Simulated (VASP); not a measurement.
Here is a VASP 6.6.1 calculation.

INCAR

```
SYSTEM = Mg2Si
PREC     = Accurate       ! precision mode
ENCUT    = 700            ! plane-wave cutoff, eV
EDIFF    = 1E-6           ! SCF threshold, eV
ISMEAR   = 0              ! smearing method
SIGMA    = 0.02           ! smearing width, eV
LREAL    = .False.        ! projectors in reciprocal space
LASPH    = .True.         ! aspherical terms in the spheres
NELM     = 60             ! most SCF steps
ALGO     = Fast           ! electronic algorithm
ISIF     = 2              ! what is computed and relaxed
LWAVE    = .False.        ! write WAVECAR
LCHARG   = .True.         ! write CHGCAR
GGA      = PE             ! functional
LVHAR    = .True.
```

The input KPOINTS:

```
regular mesh
0
Gamma
  8 8 8
  0 0 0
```

The input POSCAR:

```
Mg2Si                                   
1.0
   -0.0000000000      3.1797255322      3.1797255322
    3.1797255322      0.0000000000      3.1797255322
    3.1797255322      3.1797255322      0.0000000000
  Si              Mg            
     1     2
Direct
     0.0000000000000000    0.0000000000000000    0.0000000000000000
     0.2500000000000000    0.2500000000000000    0.2500000000000000
     0.7500000000000000    0.7500000000000000    0.7500000000000000
```

Potentials or basis: VASP PAW PBE potentials, release 64 (Si, Mg).

The run is started by

```console
$ cat potpaw_PBE.64/Si/POTCAR potpaw_PBE.64/Mg/POTCAR > POTCAR
$ mpirun -np 1 vasp_std > vasp.out
```

Q: Predict the pressure.

A: 0.0 GPa.

Q: What does it give for the band gap on the k mesh?

A: 0.21 eV, indirect (least direct gap 1.85 eV).

A k mesh can miss the band edges. Expect the measured gap to be larger: semilocal functionals such as PBE lack the derivative discontinuity.
